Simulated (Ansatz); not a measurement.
InSe:

```
In Se
1.0
     2.00000    1.15470    8.44000
    -2.00000    1.15470    8.44000
     0.00000   -2.30940    8.44000
In Se
2 2
Cartesian
  0.0000 0.0000 22.4994
  0.0000 0.0000 0.0000
  0.0000 0.0000 4.3525
  0.0000 0.0000 9.7102
```

| Quantity | Value |
| --- | --- |
| Program | Ansatz 0.2.0 |
| Task | relaxation of cell and atoms |
| Functional | PBEsol |
| Dispersion | D3(BJ)-ATM |
| Potentials or basis | Ansatz PAW |
| Cutoff | 420 eV (not typed: the program's choice for these potentials) |
| k mesh | 8 × 8 × 8 |
| Occupations | fermi-dirac, width 0.05 eV |
| Spin | no spin polarisation |

At the start: volume 29.24 Å³/atom.

Question: Where does the relaxation end?

Answer: It ends after 6 steps and the volume is 27.55 Å³/atom (-5.8 %); space group R3m (No. 160, to 0.05 Å).

The path:
```
step  energy change (eV)  largest force (eV/Å)  volume (Å³)
   1              0.0000                0.2888       116.95
   2             -0.0346                0.0763       112.35
   3             -0.0406                0.0742       109.18
   4             -0.0418                0.0308       110.13
   5             -0.0421                0.0029       110.19
   6             -0.0409                0.0028       110.19
```

Final structure:
```yaml
crystal:
  lattice:
    - [1.98381, 1.14535, 8.08245]
    - [-1.98381, 1.14535, 8.08245]
    - [0.00000, -2.29071, 8.08245]
  atoms:
    - { symbol: In, position: [0.88756, 0.88756, 0.88756] }
    - { symbol: In, position: [0.00106, 0.00106, 0.00106] }
    - { symbol: Se, position: [0.16790, 0.16790, 0.16790] }
    - { symbol: Se, position: [0.38749, 0.38749, 0.38749] }
```

Caveat: the plane-wave basis is chosen anew once the cell has moved, so the energies of steps on either side of that aren't comparable; the PAW data sets come from PBE, with cores solved anew for the run's functional, which leaves a small shift of forces and pressure.
